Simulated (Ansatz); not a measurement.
MgO in the CsCl-type structure, relaxed with r2SCAN in the PAW code Ansatz. It is cubic, Pm-3m (No. 221); a = 2.623 Å in the conventional setting, 9.03 Å³ an atom. Mg is surrounded by 8 O at 2.27 Å; O is surrounded by 8 Mg at 2.27 Å.

The axes x, y and z are those of this cell:
```xyz
2
Lattice="2.6233 0.0000 0.0000 0.0000 2.6233 0.0000 0.0000 0.0000 2.6233" Properties=species:S:1:pos:R:3 pbc="T T T"
Mg    0.0000    0.0000    0.0000
O     1.3117    1.3117    1.3117
```

Unstrained: With PBE the valence top lies at M and the conduction bottom at Γ, 2.640 eV higher; the smallest vertical gap, at Γ, is 3.656 eV. r2SCAN gives an indirect gap of 3.492 eV, from M to Γ; the least direct gap is 4.546 eV at Γ. With HSE06 the valence top lies at M and the conduction bottom at Γ, 4.196 eV higher; the smallest vertical gap, at Γ, is 5.293 eV. Meshes: PBE 10×10×10, r2SCAN 10×10×10, HSE06 6×6×6. Strains are changes of length per length. After each strain the atoms were relaxed again with r2SCAN within the symmetry that the strain leaves, so tilts or polar shifts that break it weren't tested; points keep the names that they have in the unstrained zone. Spin-unpolarised throughout. Whether this structure exists isn't addressed.

**Question.** Estimate what uniaxial -4.22 % along x, other directions held does to the gap.

**Answer.** PBE: the gap goes from 2.640 to 2.660 eV (+0.020 eV). r2SCAN: the gap goes from 3.492 to 3.525 eV (+0.033 eV). HSE06: the gap goes from 4.196 to 4.282 eV (+0.086 eV). The r2SCAN energy rises by 33.8 meV an atom.

**Question.** Apply uniaxial -2.26 % along [111], other directions held. How far does the gap move, against the unstrained cell?

**Answer.** PBE: the gap goes from 2.640 to 2.860 eV (+0.220 eV). r2SCAN: the gap goes from 3.492 to 3.723 eV (+0.231 eV). HSE06: the gap goes from 4.196 to 4.442 eV (+0.246 eV). The r2SCAN energy rises by 1.3 meV an atom.

The meshes of the hybrids are coarse, so their gaps aren't converged to the digits shown.
